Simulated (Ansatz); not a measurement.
Crystal: HfO2.

```
Hf O
1.0
     0.00000    2.55750    2.55750
     2.55750    0.00000    2.55750
     2.55750    2.55750    0.00000
Hf O
1 2
Direct
  0.00000 0.00000 0.00000
  0.75000 0.75000 0.75000
  0.25000 0.25000 0.25000
```

Measurements of this composition are mostly on another form, of space group No. 14.

- Program: Ansatz 0.2.0
- Task: relaxation of cell and atoms
- Functional: PBEsol
- Potentials or basis: all-electron LAPW, scalar-relativistic
- Basis error allowed: 0.002 eV/atom
- k mesh: 9 × 9 × 9
- Occupations: fermi-dirac, width 0.05 eV
- Spin: no spin polarisation

At the start: volume 11.15 Å³/atom.

How do energy, volume and symmetry change on relaxing?

Over 5 steps the energy falls by 15.1 meV/atom and the volume is 10.69 Å³/atom (-4.1 %); space group Fm-3m (No. 225, to 0.05 Å).

The path:
```
step  energy change (eV)  largest force (eV/Å)  volume (Å³)
   1              0.0000                0.0000        33.46
   2             -0.0432                0.0000        31.80
   3             -0.0453                0.0000        32.10
   4             -0.0453                0.0000        32.08
   5             -0.0453                0.0000        32.08
```

Final structure:
```cif
data_structure
_symmetry_space_group_name_H-M 'P 1'
_symmetry_Int_Tables_number 1
_cell_length_a 3.5666
_cell_length_b 3.5666
_cell_length_c 3.5666
_cell_angle_alpha 60.000
_cell_angle_beta 60.000
_cell_angle_gamma 60.000
_cell_volume 32.08
loop_
_atom_site_label
_atom_site_type_symbol
_atom_site_fract_x
_atom_site_fract_y
_atom_site_fract_z
_atom_site_occupancy
Hf1 Hf 0.00000 0.00000 0.00000 1
O1 O 0.75000 0.75000 0.75000 1
O2 O 0.25000 0.25000 0.25000 1
```
